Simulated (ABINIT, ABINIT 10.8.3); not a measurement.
# Selenium height and in-plane axis of 1T-VSe₂ with LDA, PBEsol and a Hubbard U

## Background

The reference is an X-ray diffraction result for 1T-VSe₂, taken from a printed reference work on crystal structures of metal chalcogenides and silicides (original work of 1982). It gives the one free atomic coordinate, the height z of selenium on site 2d, as 0.25665, and the in-plane axis a as 3.356 Å. The sample held about 0.5 % extra vanadium in the normally vacant octahedral sites between the layers. I expect so small an excess to matter little for either quantity. The temperature is not given with the values; I take them to describe the undistorted phase near room temperature, so that a includes some thermal expansion. The interlayer axis c is not compared here.

| compared with | measured | source's wording or label | method |
| --- | --- | --- | --- |
| z of Se, site d | 0.25665 | z of Se at 2d | X-ray diffraction |
| a (Å) | 3.356 | a axis | X-ray diffraction |

Conditions are those given with the value in the passage it was taken from; "not stated" means there, and the paper may say more elsewhere. The values are a selection: others may have been left out beforehand as unlike or outlying.

## Strategy

I want the cheapest level of theory that gives z of Se within 0.005 and a within 1 %. On an axis of about 6 Å the first limit is roughly 0.03 Å in the height of selenium above the vanadium plane, small enough for the V–Se bonds to be meaningful. It also excludes the idealised z = 0.2500 of the starting structure, so a relaxation that left selenium where it began would fail. The limit on a is about the size of the usual error of a semilocal functional, and wider than the few tenths of a per cent that I allow for thermal and zero-point expansion, which the static calculation lacks.

The model is the three-atom primitive cell in P-3m1, with cell and atoms relaxed together. The starting a agrees with the measured one to 0.001 Å; the starting c is about 0.5 % long. Since z is a fraction of c, and c depends on the weak forces between the layers, I will follow c along with z: a good fraction can hide a wrong layer spacing.

I begin with LDA without spin polarisation, then add magnetism, and change the functional if the lattice calls for it. Mesh and cutoff are to be checked at the level that carries the verdict.

System: VSe2 (vanadium diselenide), 1T, CdI2 type; P-3m1 (No. 164), 3 atoms in the primitive cell; the database structure is an entry taken as a start alone: a = 3.355 Å, c = 6.134 Å; structure from the Crystallography Open Database; note on this database entry: c about 0.5 % long.

On the selection of runs and values: Further runs on this system are not shown.

## 1. LDA without spin

VSe₂ has no bulk magnetic order, so a calculation without spin is a reasonable first picture of the metal as well as the cheapest. I expect LDA to make a too short, by one or two per cent, and to pull the layers together. A shorter c with nearly unchanged V–Se bonds should push z above 0.25.

**Run 1.** ABINIT 10.8.3: LDA, JTH PAW datasets, no spin polarisation, cell and atoms relaxed from the database structure, cutoff 20 Ha, 9x9x6 k mesh, Gaussian smearing 0.1 eV.

Key lines of the input:
```
# potential files: JTH PAW datasets, made for LDA
ecut 20
pawecutdg 40
ecutsm 0.5
dilatmx 1.06
optcell 2
ionmov 2
ntime 50
tolmxf 5.0d-5
ngkpt 9 9 6
shiftk 0.0 0.0 0.0
occopt 7
tsmear 0.1 eV
nband 20
nstep 80
tolvrs 1.0d-10
pseudos "V.xml, Se.xml"
ntypat 2
znucl 23 34
natom 3
typat 1 2 2
# ... acell, rprim, xred
```

Command:
```
OMP_NUM_THREADS=1 mpirun -n 8 abinit run.abi > run.log
```

Selected lines of the output:
```
 At Broyd/MD step  10, gradients are converged :
-Cartesian components of stress tensor (GPa)         [Pressure= -1.4046E-03 GPa]
            acell      6.1536366718E+00  6.1536366718E+00  1.1235736028E+01 Bohr
                       3.3333333333E-01  6.6666666667E-01  2.6184112015E-01
```

Converged; 2.8 min on 8 cores of Arm Neoverse V1, shared host.

| quantity | run 1 | measured | deviation |
| --- | --- | --- | --- |
| z of Se, site d | 0.26184 | 0.25665 | +0.00519 (+2.0 %) |
| a (Å) | 3.256 | 3.356 | −0.100 (−3.0 %) |
| c (Å) | 5.946 |  |  |

Both quantities miss. The a axis is 0.100 Å too short, three times the allowed error and more than I expected even of LDA; thermal expansion could account for only a small part of that. The fraction z is too large by 0.00519, a narrow miss with too thin a margin to say much about the functional. The sign is the one I expected: c has shrunk by about 0.19 Å from the starting cell, far more than the half per cent by which that cell is long, and a shorter c raises the fraction z if the selenium layers keep roughly their distance from the vanadium plane.

The residual pressure is negligible, so the short a axis isn't a relaxation stopped early.

## 2. Letting vanadium carry a moment

The cheapest physics to add is spin polarisation, with functional, datasets, cutoff and mesh all kept. A moment on vanadium usually expands the lattice, because electrons move into states that bind less. The ferromagnetic order is a stand-in here, since the real crystal is paramagnetic, but local moments could still affect the size of the cell. I expect a to grow somewhat, though hardly by the two per cent needed to reach the target.

**Run 2.** ABINIT 10.8.3: LDA, JTH PAW datasets, ferromagnetic start, cell and atoms relaxed from the database structure, cutoff 20 Ha, 9x9x6 k mesh, Gaussian smearing 0.1 eV.

Key lines of the input, as changed from run 1:
```diff
+ nsppol 2
+ spinat 0 0 2
+        0 0 0
+        0 0 0
```

Converged; 7.3 min on the same hardware.

| quantity | run 2 | measured | deviation |
| --- | --- | --- | --- |
| z of Se, site d | 0.26184 | 0.25665 | +0.00519 (+2.0 %) |
| a (Å) | 3.256 | 3.356 | −0.100 (−3.0 %) |
| net moment per formula unit (μB) | 0.000 |  |  |
| c (Å) | 5.946 |  |  |

The moment given to vanadium at the start has vanished, and the relaxed cell is the same as without spin to the printed precision. In LDA, then, the ferromagnetic start leads back to the non-magnetic metal, for more than twice the time. That agrees with the absence of bulk magnetic order, but it does nothing for the short a axis.

## 3. A gradient-corrected functional

LDA overbinds, so I now change the functional to PBEsol, whose gradient correction was made for the lattice constants of solids. Cutoff, mesh and magnetic start stay as they are. I keep spin because a larger cell narrows the vanadium d bands and may let a moment survive where LDA lost it. The datasets are those made for PBE, a small mismatch with PBEsol.

I expect a to grow by about one per cent, which would still leave it near or outside the limit. The layer spacing should open somewhat too, and that would bring z down.

**Run 3.** ABINIT 10.8.3: PBEsol, JTH PAW datasets, ferromagnetic start, cell and atoms relaxed from the database structure, cutoff 20 Ha, 9x9x6 k mesh, Gaussian smearing 0.1 eV; PBE datasets.

Key lines of the input, as changed from run 2:
```diff
- # potential files: JTH PAW datasets, made for LDA
+ # potential files: JTH PAW datasets, made for PBE
+ ixc -116133
```

Converged; 7.3 min on the same hardware.

| quantity | run 3 | measured | deviation |
| --- | --- | --- | --- |
| z of Se, site d | 0.25657 | 0.25665 | −0.00008 (−0.0 %) |
| a (Å) | 3.280 | 3.356 | −0.076 (−2.3 %) |
| net moment per formula unit (μB) | 0.000 |  |  |
| c (Å) | 6.125 |  |  |

The fraction z now agrees with the measured one to 0.00008, far inside the limit. The drop in z comes from the layer spacing: c has grown by about 0.18 Å over LDA, so the distance of selenium from the vanadium plane (z times c), although it has grown slightly, is a smaller fraction of a longer axis. PBEsol has no dispersion term, so I don't read this close agreement as proof that the forces between the layers are right.

The a axis is still 2.3 % short. The gradient correction has lengthened it by only 0.024 Å, less than I expected, and the moment has vanished again. With selenium at nearly the right height but the vanadium atoms too close together in the plane, the V–Se bonds must also be too short.

## 4. A Hubbard U on vanadium

Two functionals without a moment both give a short a axis, which points to the vanadium d electrons: semilocal functionals may let them take too large a part in the bonding. A Hubbard U of 3.25 eV on vanadium should localise them, favour a moment and expand the plane. I add it to LDA first, where datasets and functional match and the spin-polarised LDA run differs in nothing but U. I expect a clear gain in a. For z I am less sure, since LDA's short layer spacing may remain.

**Run 4.** ABINIT 10.8.3: LDA+U (V 3.25 eV), JTH PAW datasets, ferromagnetic start, cell and atoms relaxed from the database structure, cutoff 20 Ha, 9x9x6 k mesh, Gaussian smearing 0.1 eV.

Key lines of the input, as changed from run 2:
```diff
+ usepawu 1
+ lpawu 2 -1
+ upawu 3.25 0 eV
+ jpawu 0 0 eV
```

Converged; 9.5 min on the same hardware.

| quantity | run 4 | measured | deviation |
| --- | --- | --- | --- |
| z of Se, site d | 0.26376 | 0.25665 | +0.00711 (+2.8 %) |
| a (Å) | 3.374 | 3.356 | +0.018 (+0.5 %) |
| net moment per formula unit (μB) | 1.115 |  |  |
| c (Å) | 5.788 |  |  |

The a axis is now within the limit, 0.5 % long, after growing by 0.118 Å over LDA without U. Vanadium keeps a moment, 1.115 μB per formula unit, close to the one d electron of V⁴⁺. The expansion thus comes with a change of electronic state, and this run doesn't separate the direct effect of U from that of the moment. The ferromagnetic order remains a stand-in for a paramagnet.

The selenium coordinate has become worse, 0.00711 too high. Selenium has moved slightly towards the vanadium plane, but c has shrunk by 0.158 Å, proportionally more, so the fraction rises. LDA+U therefore gets the plane right and fails on z, the reverse of PBEsol.

## 5. PBEsol with the same U

The two partial successes suggest combining them: PBEsol for the wider layer spacing, U for the plane. I keep U at 3.25 eV, so that it isn't fitted to the lattice. I expect a moment near one μB, an a axis somewhat longer than in LDA+U and so nearer the upper limit, and a z below the LDA+U value.

The run gets 425 s, less than the 9.5 min that LDA+U took, so the relaxation may be cut off before it meets its threshold. I still prefer it to a mesh or cutoff test on plain LDA, which has already failed on both quantities and whose convergence would not carry over to a magnetic state with U.

**Run 5.** ABINIT 10.8.3: PBEsol+U (V 3.25 eV), JTH PAW datasets, ferromagnetic start, cell and atoms relaxed from the database structure, cutoff 20 Ha, 9x9x6 k mesh, Gaussian smearing 0.1 eV; PBE datasets; stopped from outside after 425 s, the time that was left for it.

Key lines of the input, as changed from run 4:
```diff
- # potential files: JTH PAW datasets, made for LDA
+ # potential files: JTH PAW datasets, made for PBE
+ ixc -116133
```

Command:
```
OMP_NUM_THREADS=1 mpirun -n 4 abinit run.abi > run.log
```

Selected lines of the output:
```
 ETOT 20  -91.145938031727    -2.885E-12 4.245E-07 1.384E-11 1.396E-06 1.383E+00
     iter   Etot(hartree)      deltaE(h)  residm     nres2   difmagsph maxmagsph
 ETOT  1  -91.146054358285    -9.115E+01 1.155E+03 1.140E-01 1.405E+00 1.405E+00
 ETOT  2  -91.146625364242    -5.710E-04 2.699E-01 7.684E-01 8.879E-02 1.316E+00
```

Cut off at its time limit; 7.1 min on 4 cores of Arm Neoverse V2, shared host.

The relaxation was cut off before it reached a final structure, so no z or a for PBEsol+U is shown in this report. With half as many cores as LDA+U had, the time was too short, and my gamble on it failed.

The log ends two iterations into the electronic cycle of a new geometry. The cycle before it had met its threshold, with 1.383 μB as the largest moment among the atomic spheres. Vanadium is therefore still magnetic at that intermediate step, as I expected with U. A sphere moment at an unrelaxed geometry can't be compared directly with the net moment from LDA+U, and it says nothing certain about where the cell would have settled. This run can't tell whether U and the gradient correction together bring both quantities within their limits.

## 6. Cutoff and mesh in plain LDA

The a axis is too short in both functionals without U, and I have blamed the functionals although no check of the numerical settings has been shown so far. I therefore repeat the spin-polarised LDA relaxation twice, once with a cutoff of 14 Ha and once with a 6×6×4 mesh, each time leaving the other setting alone. Both are looser than before, so they measure sensitivity and can't prove convergence. I expect a to move by much less than its 0.100 Å error. The narrow miss in z could change sides, because the soft c axis enters it. The test holds for non-magnetic LDA only and won't vouch for LDA+U or PBEsol.

**Run 6.** ABINIT 10.8.3: LDA, JTH PAW datasets, ferromagnetic start, cell and atoms relaxed from the database structure, cutoff 14 Ha, 9x9x6 k mesh, Gaussian smearing 0.1 eV.

Key lines of the input, as changed from run 2:
```diff
- ecut 20
- pawecutdg 40
+ ecut 14
+ pawecutdg 28
```

Converged; 4 min on 8 cores of Arm Neoverse V1, shared host.

**Run 7.** ABINIT 10.8.3: LDA, JTH PAW datasets, ferromagnetic start, cell and atoms relaxed from the database structure, cutoff 20 Ha, 6x6x4 k mesh, Gaussian smearing 0.1 eV.

Key lines of the input, as changed from run 2:
```diff
- ngkpt 9 9 6
+ ngkpt 6 6 4
```

Converged; 2.7 min on the same hardware.

| quantity | run 6 | run 7 | measured |
| --- | --- | --- | --- |
| z of Se, site d | 0.26183 | 0.26180 | 0.25665 |
| a (Å) | 3.256 | 3.255 | 3.356 |
| net moment per formula unit (μB) | 0.000 | 0.418 |  |
| c (Å) | 5.946 | 5.964 |  |

The lower cutoff changes nothing that matters: a and c stay the same to the printed precision, and z moves by 0.00001. The coarser mesh shortens a by only 0.001 Å, against an error of 0.100 Å. Neither setting comes near to explaining LDA's short a axis. The height z stays just outside its limit in both runs, though I had thought it might cross.

The surprise is the moment. On the 6×6×4 mesh vanadium keeps 0.418 μB per formula unit, where the 9×9×6 mesh gave none. This suggests that LDA sits close to a magnetic instability, so that the sampling of the Fermi surface decides which state the run finds. The c axis is 0.018 Å longer on the coarse mesh, a change that may come from the sampling, the moment or the softness of that axis. I trust the denser mesh more, but these two meshes don't establish that its zero moment is converged. For the lattice the question matters little, since a hardly responds to this small moment.

## Results at a glance

| run | settings | z of Se, site d | deviation | a (Å) | deviation | cost | status |
| --- | --- | --- | --- | --- | --- | --- | --- |
| 1 | LDA, no spin polarisation, cutoff 20 Ha, 9x9x6 k mesh | 0.26184 | +0.00519 (+2.0 %) | 3.256 | −0.100 (−3.0 %) | 23 core-min |  |
| 2 | LDA, ferromagnetic start, cutoff 20 Ha, 9x9x6 k mesh | 0.26184 | +0.00519 (+2.0 %) | 3.256 | −0.100 (−3.0 %) | 58 core-min |  |
| 3 | PBEsol, ferromagnetic start, cutoff 20 Ha, 9x9x6 k mesh, PBE datasets | 0.25657 | −0.00008 (−0.0 %) | 3.280 | −0.076 (−2.3 %) | 58 core-min |  |
| 4 | LDA+U (V 3.25 eV), ferromagnetic start, cutoff 20 Ha, 9x9x6 k mesh | 0.26376 | +0.00711 (+2.8 %) | 3.374 | +0.018 (+0.5 %) | 76 core-min |  |
| 5 | PBEsol+U (V 3.25 eV), ferromagnetic start, cutoff 20 Ha, 9x9x6 k mesh, PBE datasets, stopped from outside after 425 s, the time that was left for it | – |  | – |  | 28 core-min | cut off at its time limit |
| 6 | LDA, ferromagnetic start, cutoff 14 Ha, 9x9x6 k mesh | 0.26183 | +0.00518 (+2.0 %) | 3.256 | −0.100 (−3.0 %) | 32 core-min |  |
| 7 | LDA, ferromagnetic start, cutoff 20 Ha, 6x6x4 k mesh | 0.26180 | +0.00515 (+2.0 %) | 3.255 | −0.101 (−3.0 %) | 22 core-min |  |
|  | measured | 0.25665 |  | 3.356 |  |  |  |

## How well does the simulation do?

No completed run meets both targets. PBEsol (58 core-minutes) gives z of selenium to within 0.00008 but leaves a 2.3 % short. LDA+U (76 core-minutes) brings a to within 0.5 % but puts z 0.00711 too high, outside the limit of 0.005. Plain LDA misses both, z only narrowly.

Two steps mattered. Going from LDA to PBEsol lengthened c and so lowered z; adding U to LDA widened the plane and brought a moment of about one μB. Spin polarisation in LDA on the denser mesh only reproduced the non-magnetic cell. The PBEsol+U relaxation, which might have joined the two gains, was cut off without a final structure.

Neither partial success is secure evidence of the right physics. PBEsol's z rests on a layer spacing obtained without a dispersion term, perhaps through compensating errors, and with datasets made for PBE, whose effect on the soft c axis is not shown in this report. LDA+U describes the paramagnet by a ferromagnet, with a U whose derivation for this compound is not shown in this report. Thermal and zero-point expansion, a few tenths of a per cent, would explain only a small part of PBEsol's short a axis, and would take LDA+U's a closer to its upper limit. One possible cause of the short axis is too strong a part of the vanadium d electrons in the bonding, but this is argued, not shown, and the runs don't separate the effect of U from that of the moment. LDA and PBEsol also usually give shorter lattices than PBE, so part of the error may lie in the choice of semilocal functional; PBE, with or without a dispersion term, is not shown in this report. The slight vanadium excess in the sample should matter little.

Cutoff and mesh hardly affect a and z in plain LDA, though the mesh does decide whether a moment survives. I had planned that check for the level carrying the verdict; for PBEsol and LDA+U it is not shown in this report. The runs shown don't settle whether PBEsol+U would satisfy both limits. If the shifts from the functional and from U simply added, its a would fall just above the upper limit, but that is an estimate, not a result.

[Logs are printed without paths, hosts, clocks, repeated set-up lines and the standing remarks that a program may print on its own settings, such as how far it seeks lower states.]

[The runs shown are a pick from a larger set of finished runs; failed, doubtful and other runs were left out of it ahead of writing. So were measured values far from every level or from commonly accepted values, and agreement can look better than it is. Lines of input and output are excerpts and may be shortened.]
